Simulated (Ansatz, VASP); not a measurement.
## Bi in VASP and in Ansatz

```
Bi
1.0
    -4.25748    4.25748    1.43056
     4.25748   -4.25748    1.43056
     4.25748    4.25748   -1.43056
Bi
1
Direct
  0.00000 0.00000 0.00000
```

This isn't the form of Bi at room conditions, which is rhombohedral.

Alike in both runs: task single point; functional LDA; k mesh 10 × 10 × 10; occupations gaussian, width 0.05 eV; no spin polarisation.

|  | VASP | Ansatz |
| --- | --- | --- |
| version | VASP 6.6.1 | Ansatz 0.2.0 |
| potentials or method | VASP PAW LDA potentials, release 64 (Bi_d) | scalar-relativistic, plane waves, PAW |
| plane-wave cutoff (eV) | 520 | 420 |
| valence electrons in the cell | 15 | 15 |

Ansatz gave:

- gap on the k mesh at the Fermi level (eV): none
- pressure (GPa): -0.7
- largest component of the traceless stress (GPa): 0.64

**Question.** What did VASP give for the same quantities?

**Answer.** gap on the k mesh at the Fermi level (eV): none; pressure (GPa): -0.7; largest component of the traceless stress (GPa): 0.71.

A gap of «none» marks a metal or a gap that the smearing closes.

Caveats: spin-orbit coupling is left out, which moves the levels of the heavy elements.
